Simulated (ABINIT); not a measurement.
Crystal: Be.

```
Be
1.0
     2.28530    0.00000    0.00000
    -1.14265    1.97913    0.00000
     0.00000    0.00000    3.58420
Be
2
Direct
  0.66667 0.33333 0.75000
  0.33333 0.66667 0.25000
```

| Item | Value |
| --- | --- |
| Program | ABINIT 10.8.3 (patched build) |
| Task | relaxation of cell and atoms |
| Functional | LDA |
| Potentials or basis | PseudoDojo NC SR LDA v0.4.1 standard |
| Cutoff | 1197 eV |
| k mesh | 10 × 10 × 6 |
| Occupations | fermi-dirac, width 0.05 eV |
| Spin | no spin polarisation |

At the start: pressure -7.8 GPa; volume 8.11 Å³/atom.

**Question.** How do energy, volume and symmetry change on relaxing?

**Answer.** Over 6 steps the energy falls by 13.9 meV/atom and the volume is 7.59 Å³/atom (-6.3 %); space group P6_3/mmc (No. 194, to 0.05 Å).

Step by step:
| step | energy change (eV) | largest force (eV/Å) | pressure (GPa) | volume (Å³) |
| --- | --- | --- | --- | --- |
| 1 | 0.0000 | 0.0000 | -7.81 | 16.21 |
| 2 | -0.0166 | 0.0000 | -5.15 | 15.83 |
| 3 | -0.0278 | 0.0000 | 0.31 | 15.15 |
| 4 | -0.0278 | 0.0000 | -0.04 | 15.19 |
| 5 | -0.0278 | 0.0000 | -0.03 | 15.19 |
| 6 | -0.0278 | 0.0000 | 0.00 | 15.18 |

Final structure:
```
Be
1.0
     2.24392    0.00000    0.00000
    -1.12196    1.94329    0.00000
     0.00000    0.00000    3.48221
Be
2
Direct
  0.66667 0.33333 0.75000
  0.33333 0.66667 0.25000
```
